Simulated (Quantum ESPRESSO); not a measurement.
Runs of Quantum ESPRESSO 7.5 on C. The cell holds a slab with vacuum, 8 atoms: a = 2.456 Å, b = 2.456 Å, c = 25.715 Å, α = 90.00°, β = 90.00°, γ = 120.00°. The slab is cut from a database's or a generator's crystal, which needn't be the stable form of the element.

```tsv
k mesh	gap on the mesh (eV)	largest force (eV/Å)
10 × 10 × 1	(a)	0.04
15 × 15 × 1	0.11	0.04
8 × 8 × 1	1.49	0.05
12 × 12 × 1	0.11	0.04
```

Alike in all rows: task work function; level PBE; potentials or basis PseudoDojo 0.4.1 SR PBE standard; no spin polarisation; cell as given; cutoff (eV) 1116; smearing fermi-dirac 0.05 eV.

Q: Estimate the missing entries.

A: (a) 1.41.

Caveats: ionisation potential and electron affinity come from Kohn-Sham levels, which understate the gap.

A k mesh can miss the band edges.
